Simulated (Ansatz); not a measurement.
**W: single point with PBE**

The system is W.

```
W
1.0
    -1.58234    1.58234    1.58234
     1.58234   -1.58234    1.58234
     1.58234    1.58234   -1.58234
W
1
Direct
  0.00000 0.00000 0.00000
```

```json
{
  "Program": "Ansatz 0.2.0",
  "Task": "single point",
  "Functional": "PBE",
  "Potentials or basis": "Ansatz PAW",
  "Cutoff": "420 eV (not typed: the program's choice for these potentials)",
  "k mesh": "12 × 12 × 12",
  "Occupations": "gaussian, width 0.014 eV",
  "Spin": "no spin polarisation"
}
```

| Quantity | Value |
| --- | --- |
| Pressure | 6.0 GPa |
| Band gap on the k mesh | none (metal or under the smearing width) |

Levels at points of the mesh, in eV from the Fermi level:
| k point | band 5 | band 6 | band 7 | band 8 | band 9 | band 10 |
| --- | --- | --- | --- | --- | --- | --- |
| (0.00, 0.00, 0.00) | -9.51 | -1.13 | -1.13 | -1.13 | 2.36 | 2.36 |
| (0.00, 0.00, -0.50) | -6.16 | -3.46 | 0.81 | 2.26 | 3.24 | 6.26 |
| (-0.50, -0.50, -0.50) | -5.73 | -5.73 | 5.27 | 5.27 | 5.27 | 8.36 |

Run time: 0.87 s on 2 threads of Intel(R) Xeon(R) Processor @ 2.70GHz (shared host), peak memory 0.29 GiB.

The run has no spin-orbit coupling, so splittings on W are missing.
